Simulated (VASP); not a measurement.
Here is a VASP 6.6.1 calculation.

File INCAR:

```
  ALGO = Normal
  EDIFF = 1E-6
  ENCUT = 520
  GGA = PS
  ISIF = 2
  ISMEAR = 0
  LASPH = T
  LCHARG = F
  LREAL = F
  LWAVE = F
  NELM = 80
  PREC = Accurate
  SIGMA = 0.5
```

The input KPOINTS:

```
k-points
0
Gamma
  6 6 6
```

File POSCAR:

```
KCl
1.0
    0.0000000000      3.1274400000      3.1274400000
    3.1274400000      0.0000000000      3.1274400000
    3.1274400000      3.1274400000      0.0000000000
K Cl
1 1
Direct
    0.0000000000      0.0000000000      0.0000000000
    0.5000000000      0.5000000000      0.5000000000
```

Potentials or basis: VASP PAW PBE potentials, release 64 (K_sv, Cl).

The run is started by

```sh
$ cat potpaw_PBE.64/K_sv/POTCAR potpaw_PBE.64/Cl/POTCAR > POTCAR
$ mpirun -np 1 vasp_std > vasp.out
```

What does it give for the band gap on the k mesh?

5.08 eV, direct.

What does it give for the pressure?

-0.1 GPa.

Caveat: the PAW data sets were made with another functional, which shifts forces and pressure a little.

**Measured values to compare with.**

A printed reference work, monograph reports, for a bulk crystal of KCl: band gap 8.68 eV.

Against the measured gap of KCl, 8.68 eV (a printed reference work, monograph), the calculated 5.08 eV is off by -3.60 eV. The value is that of PBEsol, without temperature or zero-point motion. Semilocal functionals fall short of measured gaps as a rule.
